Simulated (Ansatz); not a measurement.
Mulliken charges of C₃H₆O, SMILES `C[C](C)[O]` (triplet) from PBE/def2-TZVPP in Ansatz (PBE0-D4/def2-TZVP geometry).

```
atom   x (Å)   y (Å)   z (Å)  charge (e)
  C1  -0.989   0.733  -0.430      -0.217
  C2   0.050  -0.350  -0.527       0.051
  C3   1.083  -0.462   0.561      -0.217
  O4  -0.443  -1.513  -0.900      -0.157
  H5  -1.591   0.781  -1.339       0.107
  H6  -1.666   0.569   0.421       0.075
  H7  -0.484   1.691  -0.295       0.088
  H8   1.566   0.508   0.685       0.088
  H9   1.843  -1.201   0.304       0.107
 H10   0.630  -0.755   1.519       0.075
```

Task: By hand: the dipole of these point charges (1 e Å = 4.8032 D).

Result: Σ q r = (0.096, 0.296, 0.155) e Å, of length 0.348 e Å = 1.67 D.

Task: How does the dipole of the full density compare? (Estimate.)

Result: Computed: (0.063, 0.300, 0.231) e Å, 1.84 D; the point charges give 0.91 times that, at 12° from its direction.

Point charges leave out the atoms' own dipoles, such as those of lone pairs, and Mulliken's split depends on the basis, so the close match here is no proof of good charges.
